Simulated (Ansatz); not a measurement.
Write the native input for Ansatz 0.2.0 that does the following.

- Task: band structure
- Functional: PBEsol
- Potentials or basis: Ansatz PAW
- Cutoff: 420 eV (not typed: the program's choice for these potentials)
- k mesh: 9 × 9 × 5
- Occupations: fermi-dirac, width 0.05 eV
- Spin: spin-orbit coupling, no magnetisation
- Path: [["G", "M", "K", "G", "A", "L", "H", "A"], ["L", "M"], ["K", "H"]]
- Points for each segment of the path: 14

ZrC:

```
Zr C
1.0
     3.39148    0.00000    0.00000
    -1.69574    2.93710    0.00000
     0.00000    0.00000    5.29005
Zr C
2 2
Cartesian
  1.6957 0.9790 3.9675
  0.0000 1.9581 1.3225
  0.0000 0.0000 2.6450
  0.0000 0.0000 0.0000
```

The cell comes from a database or a generator and needn't be the stable form of this composition.

One way to write it, as run:

input.yaml

```yaml
crystal:
  lattice:
    - [3.3914762718, 0.0, 0.0]
    - [-1.6957381359, 2.9371046077, 0.0]
    - [0.0, 0.0, 5.290053]
  atoms:
    - { symbol: Zr, position: [0.6666666667, 0.3333333333, 0.75] }
    - { symbol: Zr, position: [0.3333333333, 0.6666666667, 0.25] }
    - { symbol: C, position: [0.0, 0.0, 0.5] }
    - { symbol: C, position: [0.0, 0.0, 0.0] }
hamiltonian:
  xc: pbesol
  pseudopotentials: { kind: paw_fr }
magnetization:
  noncollinear: true
  spin_orbit: true
kpoints:
  mp_grid: { grid: [9, 9, 5] }
  band_path:
    path:
      - [[0.0, 0.0, 0.0], [0.5, 0.0, 0.0], [0.3333333333, 0.3333333333, 0.0], [0.0, 0.0, 0.0], [0.0, 0.0, 0.5], [0.5, 0.0, 0.5], [0.3333333333, 0.3333333333, 0.5], [0.0, 0.0, 0.5]]
      - [[0.5, 0.0, 0.5], [0.5, 0.0, 0.0]]
      - [[0.3333333333, 0.3333333333, 0.0], [0.3333333333, 0.3333333333, 0.5]]
    npoints: 14
scf:
  occupations: { method: fermi_dirac, width: 0.05 }
  n_extra_bands: 10
output:
  forces: true
  stress: true
  eigenvalues: true
  fatbands: false
  write_density: true
  write_potential: true
  elf: true
  volumetric_format: npy
```

Potentials or basis: Ansatz PAW.

The run is started by

```console
$ ansatz run input.yaml --threads 2 --pin off --max-ram 5632MiB --backend cpu --events-out ev --progress --plain --runs-dir out
```

It gave:

```json
{
 "Pressure": "-7.8 GPa",
 "Band gap on the k mesh": "none (metal or under the smearing width)"
}
```

Caveat: the PAW data sets come from PBE, with cores solved anew for the run's functional, which leaves a small shift of forces and pressure.

Run time: 11 s on 2 threads of Intel(R) Xeon(R) 6975P-C (Granite Rapids) (shared host), peak memory 0.69 GiB.
